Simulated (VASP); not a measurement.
Here is a VASP 6.6.1 calculation.

Contents of INCAR:

```
ALGO = Normal
EDIFF = 1E-6
EDIFFG = -0.01
ENCUT = 600
GGA = PE
IBRION = 2
ISIF = 3
ISMEAR = 1
IVDW = 12
LASPH = True
LCHARG = False
LREAL = False
LWAVE = False
NELM = 80
NSW = 90
PREC = Accurate
SIGMA = 0.1
```

The input KPOINTS:

```
k-points
0
Gamma
  12 12 7
```

The input POSCAR:

```
TiS2
1.0
    3.4120000000      0.0000000000      0.0000000000
   -1.7060000000      2.9548786800      0.0000000000
    0.0000000000      0.0000000000      5.6950000000
Ti S
1 2
Direct
    0.0000000000      0.0000000000      0.0000000000
    0.3333333300      0.6666666700      0.2500000000
    0.6666666700      0.3333333300      0.7500000000
```

Potentials or basis: VASP PAW PBE potentials, release 64 (Ti_sv, S).

Command:

```sh
$ cat potpaw_PBE.64/Ti_sv/POTCAR potpaw_PBE.64/S/POTCAR > POTCAR
$ mpirun -np 1 vasp_std > vasp.out
```

**Question.** What does it give for the band gap on the k mesh?

**Answer.** None (metal or under the smearing width).

**Question.** What does it give for the relaxed volume?

**Answer.** 17.98 Å³/atom.

**Question.** What does it give for the space group after relaxing (to 0.05 Å)?

**Answer.** P-3m1 (No. 164).

**Question.** What does it give for the relaxed cell?

**Answer.** a = 3.358 Å, b = 3.358 Å, c = 5.523 Å, α = 90.00°, β = 90.00°, γ = 120.00°.

Forces on the atoms (eV/Å):
```
Ti   0.000  0.000  0.000
S    0.000  0.000  0.003
S    0.000  0.000 -0.003
```

Caveat: pairwise dispersion overbinds metals, which lowers pressure and volume.
